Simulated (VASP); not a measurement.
# Sn3Se (Fm-3m) in VASP: further runs, part 2 of 2

VASP 6.6.1.

**3. Phonons, LDA**

Contents of POSCAR:

```
Sn3Se
1.0
    0.0000000000      3.7331380000      3.7331380000
    3.7331380000      0.0000000000      3.7331380000
    3.7331380000      3.7331380000      0.0000000000
Sn Se
3 1
Direct
    0.5000000000      0.5000000000      0.5000000000
    0.7500000000      0.7500000000      0.7500000000
    0.2500000000      0.2500000000      0.2500000000
    0.0000000000      0.0000000000      0.0000000000
```

Contents of INCAR.step1:

```
ALGO = Fast ; EDIFF = 1E-8
EDIFFG = -0.002 ; ENCUT = 600
GGA = CA ; IBRION = 2
ISIF = 3 ; ISMEAR = 0
KPAR = 4 ; LASPH = True
LCHARG = False ; LREAL = False
LWAVE = False ; NELM = 100
NSW = 40 ; PREC = Accurate
SIGMA = 0.02
```

Contents of INCAR.step2:

```
ALGO = Fast ; EDIFF = 1E-8
ENCUT = 600 ; GGA = CA
IBRION = 8 ; ISIF = 2
ISMEAR = 0 ; KPAR = 4
LASPH = True ; LCHARG = False
LEPSILON = True ; LREAL = False
LWAVE = False ; NELM = 100
NSW = 1 ; PREC = Accurate
SIGMA = 0.02
```

Contents of KPOINTS:

```
k-points
0
Gamma
  6 6 6
```

Potentials or basis: VASP PAW LDA potentials, release 64 (Sn_d, Se).

The run is started by

```
> cat potpaw_LDA.64/Sn_d/POTCAR potpaw_LDA.64/Se/POTCAR > POTCAR
> cp INCAR.step1 INCAR
> mpirun -np 4 vasp_std > vasp.out
> cp CONTCAR POSCAR
> cp INCAR.step2 INCAR
> mpirun -np 4 vasp_std > vasp.out
```

OUTCAR:

```text
EDIFF = 1E-8
   ENCUT = 600
   GGA = CA
   IBRION = 8
   ISIF = 2
   ISMEAR = 0
   LASPH = True
   LEPSILON = True
   LREAL = False
   NELM = 100
   NSW = 1
   PREC = Accurate

 ion  position               nearest neighbor table
   1  0.500  0.500  0.500-   3 3.14   3 3.14   3 3.14   2 3.14   2 3.14   2 3.14   3 3.14   2 3.14

   2  0.750  0.750  0.750-   1 3.14   1 3.14   1 3.14   4 3.14   4 3.14   4 3.14   4 3.14   1 3.14
                             3 3.63   3 3.63   3 3.63   3 3.63   3 3.63   3 3.63
   3  0.250  0.250  0.250-   4 3.14   4 3.14   4 3.14   1 3.14   1 3.14   1 3.14   4 3.14   1 3.14
[... 916 lines left out ...]
      1.813956  1.813956  1.813956    -0.168815   -0.685628    0.037637
      0.000000  0.000000  0.000000    -0.000000    0.000000    0.000000

--------------------------------------------------------------------------------------------------------

 MACROSCOPIC STATIC DIELECTRIC TENSOR IONIC CONTRIBUTION
 ------------------------------------------------------
        1705.475956     0.000000     0.000000
           0.000000  1705.475956     0.000000
           0.000000     0.000000  1705.475956
 ------------------------------------------------------

 ELASTIC MODULI CONTR FROM IONIC RELAXATION (kBar)
 Direction    XX          YY          ZZ          XY          YZ          ZX
 --------------------------------------------------------------------------------
 XX           0.0000     -0.0000      0.0000     -0.0000      0.0000      0.0000
 YY           0.0000      0.0000     -0.0000      0.0000     -0.0000      0.0000
 ZZ          -0.0000      0.0000     -0.0000      0.0000      0.0000     -0.0000
 XY           0.0000      0.0000      0.0000     -0.0000     -0.0000      0.0000
 YZ           0.0000     -0.0000     -0.0000      0.0000      0.0000      0.0000
 ZX           0.0000     -0.0000      0.0000     -0.0000     -0.0000     -0.0000
 --------------------------------------------------------------------------------

 PIEZOELECTRIC TENSOR IONIC CONTR  for field in x, y, z        (C/m^2)
          XX          YY          ZZ          XY          YZ          ZX
  --------------------------------------------------------------------------------
  x    -0.00000    -0.00000    -0.00000     0.00000     0.00000    -0.00000
  y     0.00000    -0.00000     0.00000    -0.00000    -0.00000    -0.00000
  z    -0.00000     0.00000    -0.00000     0.00000     0.00000     0.00000
```

OSZICAR.step1:

```text
N       E                     dE             d eps       ncg     rms          rms(c)
DAV:   1     0.463911196068E+03    0.46391E+03   -0.26518E+04   896   0.275E+03
[... 130 lines left out ...]
       N       E                     dE             d eps       ncg     rms          rms(c)
DAV:   1    -0.175873473427E+02   -0.25137E-04   -0.57108E-04  1124   0.338E-01    0.273E-02
RMM:   2    -0.175873273154E+02    0.20027E-04   -0.35407E-05   990   0.734E-02    0.120E-02
RMM:   3    -0.175873229534E+02    0.43620E-05   -0.17305E-05  1006   0.486E-02    0.177E-03
RMM:   4    -0.175873229068E+02    0.46532E-07   -0.19496E-06  1095   0.115E-02    0.878E-04
RMM:   5    -0.175873229301E+02   -0.23260E-07   -0.36681E-07  1261   0.571E-03    0.736E-04
RMM:   6    -0.175873229307E+02   -0.54843E-09   -0.58594E-08   734   0.279E-03
  16 F= -.17587323E+02 E0= -.17586866E+02  d E =-.334132E-04
```

Run time: 15 min. Hardware: 4 MPI ranks of Intel Xeon Platinum 8488C (Sapphire Rapids), shared host; peak memory 0.61 GiB.

Results:

```yaml
Relaxed_volume: 23.87 Å³/atom
Relaxed_cell: a = 5.131 Å, b = 5.131 Å, c = 5.131 Å, α = 60.00°, β = 60.00°, γ = 60.00°
Space_group_after_relaxing_to_0.05_Å: Fm-3m (No. 225)
Electronic_dielectric_tensor_diagonal: 105.06
Born_charges_mean_of_the_diagonal: Sn -0.03, +5.50; Se -10.98 e
Highest_phonon_frequency_at_Γ_LO-TO_splitting_left_out: 111 cm⁻¹
Most_unstable_mode: 60i cm⁻¹
```

The path:
| step | energy change (eV) | largest force (eV/Å) | pressure (GPa) | volume (Å³) |
| --- | --- | --- | --- | --- |
| 1 | 0.0000 | 0.0000 | -4.52 | 104.05 |
| 2 | -0.1222 | 0.0000 | 1.56 | 93.38 |
| 3 | -0.1323 | 0.0000 | 0.02 | 95.48 |
| 4 | -0.1323 | 0.0000 | -0.10 | 95.64 |
| 5 | -0.1323 | 0.0000 | -0.10 | 95.64 |
| 6 | -0.1323 | 0.0000 | -0.09 | 95.63 |
| 7 | -0.1323 | 0.0000 | -0.09 | 95.63 |
| 8 | -0.1323 | 0.0000 | -0.09 | 95.63 |
| 9 | -0.1323 | 0.0000 | -0.09 | 95.62 |
| 10 | -0.1323 | 0.0000 | -0.09 | 95.62 |
| 11 | -0.1323 | 0.0000 | -0.08 | 95.62 |
| 12 | -0.1323 | 0.0000 | -0.08 | 95.61 |
| 13 | -0.1323 | 0.0000 | -0.07 | 95.60 |
| 14 | -0.1323 | 0.0000 | -0.05 | 95.57 |
| 15 | -0.1323 | 0.0000 | -0.02 | 95.52 |
| 16 | -0.1323 | 0.0000 | 0.00 | 95.50 |

Final structure:
```
Sn Se
1.0
     0.00000    3.62791    3.62791
     3.62791    0.00000    3.62791
     3.62791    3.62791    0.00000
Sn Se
3 1
Direct
  0.50000 0.50000 0.50000
  0.75000 0.75000 0.75000
  0.25000 0.25000 0.25000
  0.00000 0.00000 0.00000
```

Phonon frequencies in cm⁻¹ (negative: imaginary):
```csv
q point,frequencies
"(0.000, 0.000, 0.000)",-60 -60 -60 -1 -1 -1 23 23 23 111 111 111
```

Electronic dielectric tensor:
```
105.06   0.00   0.00
  0.00 105.06   0.00
  0.00   0.00 105.06
```

Born effective charge tensors (e):
atom 1, Sn
```
-0.03  0.00  0.00
 0.00 -0.03  0.00
 0.00  0.00 -0.03
```
atom 2, Sn
```
5.50 0.00 0.00
0.00 5.50 0.00
0.00 0.00 5.50
```
atom 3, Sn
```
5.50 0.00 0.00
0.00 5.50 0.00
0.00 0.00 5.50
```
atom 4, Se
```
-10.98   0.00   0.00
  0.00 -10.98   0.00
  0.00   0.00 -10.98
```

Caveat: some modes are imaginary.

**4. The reference run**

An earlier run on the cell as given: functional PBEsol; potentials or basis VASP PAW PBE potentials, release 64 (Sn_d, Se); cutoff 520 eV; k mesh 6 × 6 × 6; occupations fermi-dirac, width 0.05 eV; no spin polarisation.

- Pressure: -3.2 GPa
- Band gap on the k mesh: none (metal or under the smearing width)
